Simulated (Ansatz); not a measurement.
## LaP (model cell, started as CsCl type): the cell at rest: bringing the structure to rest

Ansatz 0.2.0; DFT PBE, scalar-relativistic, plane waves, PAW.

The structure was built from a prototype and need not be the compound's stable phase.

The structure is cubic, space group Pm-3m (No. 221). The conventional cell has a = 3.579 Å, b = 3.579 Å, c = 3.579 Å, α = 90.00°, β = 90.00°, γ = 90.00°. Nearest to La lie 8 P at 3.10 Å. P has 8 La at 3.10 Å nearest. Farther neighbours are not listed.

Step by step:

| step | energy less that of the first step (eV) | largest force component (eV/Å) | pressure (GPa) | volume (Å³) |
| --- | --- | --- | --- | --- |
| 1 | 0.0000 | 0.0000 | 4.25 | 45.83 |
| 2 | -0.0116 | 0.0000 | -2.87 | 50.34 |
| 3 | -0.0308 | 0.0000 | -0.23 | 48.42 |
| 4 | -0.0309 | 0.0000 | -0.01 | 48.27 |
| 5* | -0.0311 | 0.0000 | 0.00 | 48.27 |

Relaxation steps marked * repeat the geometry before them on a plane-wave basis chosen anew for their cell, so energy and pressure can jump there.

Forces are held to the 48 operations that the run works with; a distortion that breaks them can't arise in this run.

| conventional cell, symmetrised | before | after | change |
| --- | --- | --- | --- |
| a (Å) | 3.579 | 3.641 | +1.7 % |
| b (Å) | 3.579 | 3.641 | +1.7 % |
| c (Å) | 3.579 | 3.641 | +1.7 % |
| volume (Å³/atom) | 22.92 | 24.14 | +5.3 % |

The relaxed structure:

```cif
data_structure
_symmetry_space_group_name_H-M 'P 1'
_symmetry_Int_Tables_number 1
_cell_length_a 3.6412
_cell_length_b 3.6412
_cell_length_c 3.6412
_cell_angle_alpha 90.000
_cell_angle_beta 90.000
_cell_angle_gamma 90.000
_cell_volume 48.27
loop_
_atom_site_label
_atom_site_type_symbol
_atom_site_fract_x
_atom_site_fract_y
_atom_site_fract_z
_atom_site_occupancy
La1 La 0.00000 0.00000 0.00000 1
P2 P 0.50000 0.50000 0.50000 1
```

Numbers from this step:

* pressure: 0.002282 GPa
* volume per atom: 24.14 Å³

Valence density in the ac plane at fractional y = 0.500, with atoms of P within 0.2 Å of it. It is the smooth field of the valence electrons, not physical close to the nuclei.

Ten even steps from '0' (0.07 e/Å³) to '9' (0.67 e/Å³), each cell a mean:
```
00000011100000
00001122211000
00012345432100
00135789864210
00247999996310
01259953698421
01269820399521
01269842598421
01248988997310
00135899975210
00123466543100
00011222221000
00000111100000
00000000000000
```
Columns run along a (3.6 Å), rows up along c (3.6 Å). Atoms in or near the plane, at fractional coordinates: P at (0.50, 0.50).

ELF in the ac plane at fractional y = 0.500, with atoms of P within 0.2 Å of it. It is the smooth field of the valence electrons, not physical close to the nuclei.

Values, 14 rows by 14 columns, each cell a mean:
```
0.03 0.04 0.08 0.15 0.22 0.29 0.33 0.33 0.32 0.28 0.21 0.12 0.07 0.04
0.05 0.07 0.15 0.30 0.44 0.54 0.59 0.60 0.58 0.52 0.41 0.24 0.12 0.07
0.09 0.14 0.29 0.53 0.67 0.75 0.78 0.78 0.77 0.73 0.65 0.45 0.24 0.12
0.15 0.24 0.47 0.71 0.80 0.83 0.81 0.80 0.82 0.82 0.79 0.65 0.41 0.21
0.19 0.32 0.58 0.78 0.83 0.78 0.61 0.52 0.66 0.81 0.82 0.73 0.52 0.28
0.22 0.37 0.64 0.80 0.81 0.56 0.15 0.06 0.24 0.66 0.82 0.77 0.58 0.32
0.23 0.39 0.66 0.81 0.79 0.38 0.01 0.01 0.06 0.52 0.80 0.78 0.60 0.33
0.23 0.38 0.65 0.81 0.80 0.48 0.06 0.01 0.15 0.61 0.81 0.78 0.59 0.33
0.20 0.34 0.60 0.79 0.83 0.74 0.48 0.38 0.56 0.78 0.83 0.75 0.54 0.29
0.16 0.26 0.50 0.73 0.81 0.83 0.80 0.79 0.81 0.83 0.80 0.67 0.44 0.22
0.11 0.17 0.35 0.60 0.73 0.79 0.81 0.81 0.80 0.78 0.71 0.53 0.30 0.15
0.06 0.09 0.17 0.35 0.50 0.60 0.65 0.66 0.64 0.58 0.47 0.29 0.15 0.08
0.04 0.05 0.09 0.17 0.26 0.34 0.38 0.39 0.37 0.32 0.24 0.14 0.07 0.04
0.03 0.04 0.06 0.11 0.16 0.20 0.23 0.23 0.22 0.19 0.15 0.09 0.05 0.03
```
Columns run along a (3.6 Å), rows up along c (3.6 Å). Atoms in or near the plane, at fractional coordinates: P at (0.50, 0.50).

Electrostatic potential energy in the ac plane at fractional y = 0.500, with atoms of P within 0.2 Å of it. With pseudopotentials it is smooth inside the atoms' cores, unlike the true potential.

Ten even steps from '0' (-57 eV) to '9' (15 eV), each cell a mean:
```
99999999999999
99999999999999
99999999999999
99999876789999
99998633468999
99987300147999
99986200036999
99986200037999
99997522368999
99999766789999
99999988899999
99999999999999
99999999999999
99999999999999
```
Columns run along a (3.6 Å; values clipped at the 3rd and 97th percentile), rows up along c (3.6 Å). Atoms in or near the plane, at fractional coordinates: P at (0.50, 0.50).

Q: Write an input that reproduces this.

The system, level and task follow from the heading and the kind of results. Meshes, cutoffs and thresholds can't be read from the results; these are the ones that the run used.

input.yaml reads:

```yaml
crystal:
  lattice:
    - [3.57865, 0.0, 0.0]
    - [0.0, 3.57865, 0.0]
    - [0.0, 0.0, 3.57865]
  atoms:
    - { symbol: La, position: [0.0, 0.0, 0.0] }
    - { symbol: P, position: [0.5, 0.5, 0.5] }
kpoints:
  mp_grid: { grid: [10, 10, 10] }
hamiltonian:
  xc: pbe
scf:
  occupations: { method: gaussian, width: 0.1 }
output:
  forces: true
  stress: true
  eigenvalues: true
  write_density: true
  write_potential: true
  elf: true
  volumetric_format: npy
relax:
  adjacent_minimum: "off"
  f_tol: 0.005
  max_steps: 80
  cell: { stress_tol: 0.05 }
```

Command:

```
$ ansatz run input.yaml --threads 4 --pin off --max-ram 7168MiB --backend cpu --events-out ev --progress --plain --runs-dir out
```

[Logs are printed without paths, hosts, clocks, repeated set-up lines and the standing remarks that a program may print on its own settings, such as how far it seeks lower states.]

[Hosts, paths, dates, database ids (printed as entryN), source tags and the programs' standing remarks are cut or masked in the printed files.]
